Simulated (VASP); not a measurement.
# Sb (Im-3m) in VASP: notebook, part 2 of 2

VASP 6.6.1. Earlier steps stand in the parts before.

### 3 Band structure, AM05

POSCAR reads:

```
Sb
1.0
   -1.8713408863      1.8713408863      1.8713408863
    1.8713408863     -1.8713408863      1.8713408863
    1.8713408863      1.8713408863     -1.8713408863
Sb
1
Direct
    0.0000000000      0.0000000000      0.0000000000
```

INCAR.step1 reads:

```
SYSTEM = Sb
PREC     = Accurate       ! precision mode
ENCUT    = 520            ! plane-wave cutoff, eV
EDIFF    = 1E-6           ! SCF threshold, eV
ISMEAR   = -1             ! smearing method
SIGMA    = 0.05           ! smearing width, eV
LREAL    = .False.        ! projectors in reciprocal space
LASPH    = .True.         ! aspherical terms in the spheres
NELM     = 60             ! most SCF steps
ALGO     = Normal         ! electronic algorithm
ISIF     = 2              ! what is computed and relaxed
LWAVE    = .False.        ! write WAVECAR
LCHARG   = .True.         ! write CHGCAR
GGA      = AM             ! functional
```

KPOINTS.step1 reads:

```
Automatic mesh
0
Gamma
  10 10 10
  0 0 0
```

INCAR.step2 reads:

```
SYSTEM = Sb
PREC     = Accurate       ! precision mode
ENCUT    = 520            ! plane-wave cutoff, eV
EDIFF    = 1E-6           ! SCF threshold, eV
ISMEAR   = 0              ! smearing method
SIGMA    = 0.05           ! smearing width, eV
LREAL    = .False.        ! projectors in reciprocal space
LASPH    = .True.         ! aspherical terms in the spheres
NELM     = 60             ! most SCF steps
ALGO     = Normal         ! electronic algorithm
ISIF     = 2              ! what is computed and relaxed
LWAVE    = .False.        ! write WAVECAR
LCHARG   = .False.        ! write CHGCAR
GGA      = AM             ! functional
ICHARG   = 11             ! starting density
```

KPOINTS.step2 reads:

```
path GHNGPH,PN
15
line-mode
reciprocal
 0.0000000000  0.0000000000  0.0000000000  G
 0.5000000000 -0.5000000000  0.5000000000  H

 0.5000000000 -0.5000000000  0.5000000000  H
 0.0000000000  0.0000000000  0.5000000000  N

 0.0000000000  0.0000000000  0.5000000000  N
 0.0000000000  0.0000000000  0.0000000000  G

 0.0000000000  0.0000000000  0.0000000000  G
 0.2500000000  0.2500000000  0.2500000000  P

 0.2500000000  0.2500000000  0.2500000000  P
 0.5000000000 -0.5000000000  0.5000000000  H

 0.2500000000  0.2500000000  0.2500000000  P
 0.0000000000  0.0000000000  0.5000000000  N
```

Potentials or basis: VASP PAW PBE potentials, release 64 (Sb).

On the command line:

```bash
$ cat potpaw_PBE.64/Sb/POTCAR > POTCAR
$ cp INCAR.step1 INCAR
$ cp KPOINTS.step1 KPOINTS
$ mpirun -np 1 vasp_std > vasp.out
$ cp INCAR.step2 INCAR
$ cp KPOINTS.step2 KPOINTS
$ mpirun -np 1 vasp_std > vasp.out
```

Wall time 24 s (1 thread of AMD EPYC, shared host); peak memory 0.11 GiB.

It converged, with:

```
Band gap along the path : none (metal or under the smearing width)
```

Levels at the corners of the path, in eV from the Fermi level:
```tsv
point	band 1	band 2	band 3	band 4	band 5
Γ	-13.06	5.74	5.74	5.74	10.72
H	-5.46	-2.04	-2.04	-2.04	2.86
H	-5.46	-2.04	-2.04	-2.04	2.86
N	-8.85	-5.77	1.78	3.83	6.47
N	-8.85	-5.77	1.78	3.83	6.47
Γ	-13.06	5.74	5.74	5.74	10.72
Γ	-13.06	5.74	5.74	5.74	10.72
P	-7.78	-2.87	-2.87	-2.87	15.13
P	-7.78	-2.87	-2.87	-2.87	15.13
H	-5.46	-2.04	-2.04	-2.04	2.86
P	-7.78	-2.87	-2.87	-2.87	15.13
N	-8.85	-5.77	1.78	3.83	6.47
```

Caveat: the log is that of the step along the path at fixed density, whose energy, stress, charges and moments have no meaning; the PAW data sets were made with another functional, which shifts forces and pressure a little; spin-orbit coupling is left out, which moves the levels of the heavy elements.

### 4 Band structure, PW91

POSCAR is that of step 3.

INCAR.step1, as its differences from that of step 3:

```diff
@@ -13,2 +13,2 @@
 LCHARG   = .True.         ! write CHGCAR
-GGA      = AM             ! functional
+GGA      = 91             ! functional
```

KPOINTS.step1 is that of step 3.

INCAR.step2, as its differences from that of step 3:

```diff
@@ -13,3 +13,3 @@
 LCHARG   = .False.        ! write CHGCAR
-GGA      = AM             ! functional
+GGA      = 91             ! functional
 ICHARG   = 11             ! starting density
```

KPOINTS.step2 is that of step 3.

On the command line:

```bash
$ cat potpaw_PBE.64/Sb/POTCAR > POTCAR
$ cp INCAR.step1 INCAR
$ cp KPOINTS.step1 KPOINTS
$ mpirun -np 1 vasp_std > vasp.out
$ cp INCAR.step2 INCAR
$ cp KPOINTS.step2 KPOINTS
$ mpirun -np 1 vasp_std > vasp.out
```

It took 20 s on 1 thread of AMD EPYC, shared host; peak memory 0.11 GiB.

It converged, with:

- Band gap along the path: none (metal or under the smearing width)

Levels at the corners of the path, in eV from the Fermi level:
```csv
point,band 1,band 2,band 3,band 4,band 5,band 6
Γ,-13.04,5.68,5.68,5.68,10.68,10.68
H,-5.45,-2.05,-2.05,-2.05,2.98,2.98
H,-5.45,-2.05,-2.05,-2.05,2.98,2.98
N,-8.84,-5.74,1.74,3.83,6.58,7.00
N,-8.84,-5.74,1.74,3.83,6.58,7.00
Γ,-13.04,5.68,5.68,5.68,10.68,10.68
Γ,-13.04,5.68,5.68,5.68,10.68,10.68
P,-7.79,-2.84,-2.84,-2.84,15.12,15.12
P,-7.79,-2.84,-2.84,-2.84,15.12,15.12
H,-5.45,-2.05,-2.05,-2.05,2.98,2.98
P,-7.79,-2.84,-2.84,-2.84,15.12,15.12
N,-8.84,-5.74,1.74,3.83,6.58,7.00
```

Caveat: the log is that of the step along the path at fixed density, whose energy, stress, charges and moments have no meaning; the PAW data sets were made with another functional, which shifts forces and pressure a little; spin-orbit coupling is left out, which moves the levels of the heavy elements.

### 5 Band structure, r2SCAN

INCAR reads:

```
SYSTEM = Sb
PREC     = Accurate       ! precision mode
ENCUT    = 520            ! plane-wave cutoff, eV
EDIFF    = 1E-6           ! SCF threshold, eV
ISMEAR   = -1             ! smearing method
SIGMA    = 0.05           ! smearing width, eV
LREAL    = .False.        ! projectors in reciprocal space
LASPH    = .True.         ! aspherical terms in the spheres
NELM     = 60             ! most SCF steps
ALGO     = Normal         ! electronic algorithm
ISIF     = 2              ! what is computed and relaxed
LWAVE    = .False.        ! write WAVECAR
LCHARG   = .False.        ! write CHGCAR
METAGGA  = R2SCAN         ! meta-GGA
LMIXTAU  = .True.
```

KPOINTS reads:

```
Automatic mesh
0
Gamma
  10 10 10
  0 0 0
```

POSCAR is that of step 4.

KPOINTS_OPT reads:

```
path GHNGPH,PN
15
line-mode
reciprocal
 0.0000000000  0.0000000000  0.0000000000  G
 0.5000000000 -0.5000000000  0.5000000000  H

 0.5000000000 -0.5000000000  0.5000000000  H
 0.0000000000  0.0000000000  0.5000000000  N

 0.0000000000  0.0000000000  0.5000000000  N
 0.0000000000  0.0000000000  0.0000000000  G

 0.0000000000  0.0000000000  0.0000000000  G
 0.2500000000  0.2500000000  0.2500000000  P

 0.2500000000  0.2500000000  0.2500000000  P
 0.5000000000 -0.5000000000  0.5000000000  H

 0.2500000000  0.2500000000  0.2500000000  P
 0.0000000000  0.0000000000  0.5000000000  N
```

On the command line:

```bash
$ cat potpaw_PBE.64/Sb/POTCAR > POTCAR
$ mpirun -np 1 vasp_std > vasp.out
```

Wall time 94 s (1 thread of AMD EPYC, shared host); peak memory 0.12 GiB.

The run converged. Its results:

| Item | Value |
| --- | --- |
| Free energy | -25.3306 eV |
| Pressure | 2.4 GPa |
| Band gap along the path | none (metal or under the smearing width) |

Levels at the corners of the path, in eV from the Fermi level:
| point | band 1 | band 2 | band 3 | band 4 | band 5 | band 6 |
| --- | --- | --- | --- | --- | --- | --- |
| Γ | -13.66 | 6.02 | 6.02 | 6.02 | 11.08 | 11.08 |
| H | -5.46 | -2.25 | -2.25 | -2.25 | 3.32 | 3.32 |
| H | -5.46 | -2.25 | -2.25 | -2.25 | 3.32 | 3.32 |
| N | -9.18 | -6.04 | 1.77 | 4.15 | 7.13 | 7.30 |
| N | -9.18 | -6.04 | 1.77 | 4.15 | 7.13 | 7.30 |
| Γ | -13.66 | 6.02 | 6.02 | 6.02 | 11.08 | 11.08 |
| Γ | -13.66 | 6.02 | 6.02 | 6.02 | 11.08 | 11.08 |
| P | -8.06 | -2.98 | -2.98 | -2.98 | 15.94 | 15.94 |
| P | -8.06 | -2.98 | -2.98 | -2.98 | 15.94 | 15.94 |
| H | -5.46 | -2.25 | -2.25 | -2.25 | 3.32 | 3.32 |
| P | -8.06 | -2.98 | -2.98 | -2.98 | 15.94 | 15.94 |
| N | -9.18 | -6.04 | 1.77 | 4.15 | 7.13 | 7.30 |

Caveat: the PAW data sets were made with another functional, which shifts forces and pressure a little; spin-orbit coupling is left out, which moves the levels of the heavy elements.
